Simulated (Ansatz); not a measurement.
Runs of Ansatz 0.2.0 on InSe. Symmetry: P-6m2, No. 187, hexagonal system. The conventional cell has a = 4.047 Å, b = 4.047 Å, c = 18.052 Å, α = 90.00°, β = 90.00°, γ = 120.00°. In (site symmetry 3m) has 3 Se at 2.65 Å and 1 In at 2.79 Å as nearest neighbours. In (site symmetry 3m) has 3 Se at 2.65 Å and 1 In at 2.79 Å as nearest neighbours. Se (site symmetry 3m) has 3 In at 2.65 Å as nearest neighbours. Se (site symmetry 3m) has 3 In at 2.65 Å as nearest neighbours. Measurements of this composition are mostly on another form, of space group No. 160.

| task | level | cell | k mesh | cutoff (eV) | smearing | level | run kind | points for each segment of the path | N empty bands | ecut chi | gap on the mesh (eV) | pressure (GPa) | relaxed volume (Å³/atom) | largest force (eV/Å) |
| --- | --- | --- | --- | --- | --- | --- | --- | --- | --- | --- | --- | --- | --- | --- |
| band structure | PBE0 | as given | 6 × 6 × 2 | 420 | fixed | pbe0 | scf | - | - | - | 2.08 | - | - | 0.09 |
| band structure | PBEsol | as given | 8 × 8 × 2 | 420 | fermi-dirac 0.05 eV | - | - | 10 | - | - | 0.64 | -0.8 | - | 0.06 |
| relaxation of cell and atoms | LDA | relaxed | 8 × 8 × 2 | 420 | fermi-dirac 0.05 eV | - | - | - | - | - | (a) | 0.0 | 27.81 | - |
| band structure | r2SCAN | as given | 12 × 12 × 2 | 500 | fixed | r2scan | scf | - | - | - | 1.14 | -0.1 | - | 0.03 |
| relaxation of cell and atoms | PBEsol | relaxed | 8 × 8 × 2 | 420 | fermi-dirac 0.05 eV | - | - | - | - | - | (b) | 0.0 | (c) | - |
| relaxation of cell and atoms | BLYP | relaxed | 8 × 8 × 2 | 420 | fermi-dirac 0.05 eV | - | - | - | - | - | 0.84 | 0.0 | 43.69 | 0.01 |
| band structure | LDA | as given | 8 × 8 × 2 | 420 | fermi-dirac 0.05 eV | - | - | 10 | - | - | 0.50 | -2.3 | - | 0.15 |
| relaxation of cell and atoms | BLYP+D4 | relaxed | 8 × 8 × 2 | 420 | fermi-dirac 0.05 eV | - | - | - | - | - | none | 0.0 | 29.71 | 0.01 |
| band structure | r2SCAN | as given | 6 × 6 × 2 | 500 | fermi-dirac 0.05 eV | - | - | 10 | - | - | 1.14 | -0.1 | - | 0.03 |
| band structure | BLYP | as given | 8 × 8 × 2 | 420 | fermi-dirac 0.05 eV | - | - | 10 | - | - | 0.65 | 3.9 | - | 0.44 |
| relaxation of cell and atoms | BLYP+D3(BJ) | relaxed | 8 × 8 × 2 | 420 | fermi-dirac 0.05 eV | - | - | - | - | - | none | 0.0 | (d) | - |

Alike in all rows: potentials or basis Ansatz PAW; no spin polarisation.

Question: Fill in the values left out.

Answer: (a) 0.18; (b) 0.37; (c) 29.34; (d) 29.17.

Caveats: the PAW data sets come from PBE, with cores solved anew for the run's functional, which leaves a small shift of forces and pressure; spin-orbit coupling is left out, which moves the levels of the heavy elements (some runs); the plane-wave basis is chosen anew once the cell has moved, so the energies of steps on either side of that aren't comparable (some runs); this functional lacks dispersion, which binds the layers, so the pressure and a relaxed spacing across them are unreliable (some runs); the potentials were made for another functional, which shifts forces and pressure (some runs); the volume moved by over 15 % at a fixed basis, so the end points are rough (some runs); this functional lacks dispersion, which binds the layers, so the pressure and a relaxed spacing across them are unreliable, and here the layers came unbound (some runs).

A k mesh can miss the band edges, and the runs leave out spin-orbit coupling on In, Se.

A gap of «none» marks a metal or a gap under the smearing width.

Not every run made on this cell is shown here.
